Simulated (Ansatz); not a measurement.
The system is InSe.

```
In Se
1.0
     2.00000    1.15470    8.44000
    -2.00000    1.15470    8.44000
     0.00000   -2.30940    8.44000
In Se
2 2
Direct
  0.88860 0.88860 0.88860
  0.00000 0.00000 0.00000
  0.17190 0.17190 0.17190
  0.38350 0.38350 0.38350
```

Base run:

* Program: Ansatz 0.2.0
* Functional: PBEsol
* Potentials or basis: all-electron LAPW, scalar-relativistic
* Cutoff: 273 eV
* Density cutoff: 1092 eV
* Basis error allowed: 0.001 eV/atom
* k mesh: 8 × 8 × 8
* Occupations: fermi-dirac, width 0.05 eV
* Spin: no spin polarisation

Its results: band gap on the k mesh 0.35 eV, direct; pressure 0.2 GPa; largest force 0.300 eV/Å.

**Question.** After a change of settings the same cell gave: band gap on the k mesh 0.59 eV, direct; pressure 8.7 GPa; largest force 0.523 eV/Å. Which change was it?
A. potentials or basis from all-electron LAPW, scalar-relativistic to all-electron LAPW, non-relativistic; basis error allowed from 0.001 eV/atom to 0.002 eV/atom
B. potentials or basis from all-electron LAPW, scalar-relativistic to all-electron PAW datasets made for the crystal
C. functional from PBEsol to revPBE-LDA; occupations from fermi-dirac, width 0.05 eV to fixed
D. basis error allowed from 0.001 eV/atom to 0.002 eV/atom

**Answer.** C.

Caveats: spin-orbit coupling is left out, which moves the levels of the heavy elements.

Not every run made on this cell is shown here.
